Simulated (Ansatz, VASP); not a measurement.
## ZrB2 (k07) in VASP and in Ansatz

```xyz
3
Lattice="3.1713 0.0000 0.0000 -1.5857 2.7464 0.0000 0.0000 0.0000 3.5418" Properties=species:S:1:pos:R:3 pbc="T T T"
Zr    0.0000    0.0000    0.0000
B     0.0000    1.8310    1.7709
B     1.5857    0.9155    1.7709
```

Alike in both runs: functional PBE; k mesh 21 × 21 × 16; occupations gaussian, width 0.1 eV; no spin polarisation.

Ansatz relaxed the structure, and its values are those at the end. VASP's run is a single point on that final structure, the one shown.

|  | VASP | Ansatz |
| --- | --- | --- |
| version | VASP 6.6.1 | Ansatz 0.2.0 |
| potentials or method | VASP PAW PBE potentials, release 64 (Zr_sv, B) | scalar-relativistic, plane waves, PAW |
| plane-wave cutoff (eV) | 520 | 420 |
| valence electrons in the cell | 18 | 18 |

```tsv
	VASP	Ansatz	Ansatz less VASP
gap on the k mesh at the Fermi level (eV)	none	none	-
pressure (GPa)	0.1	0.0	-0.14
```

A gap of «none» marks a metal or a gap that the smearing closes.
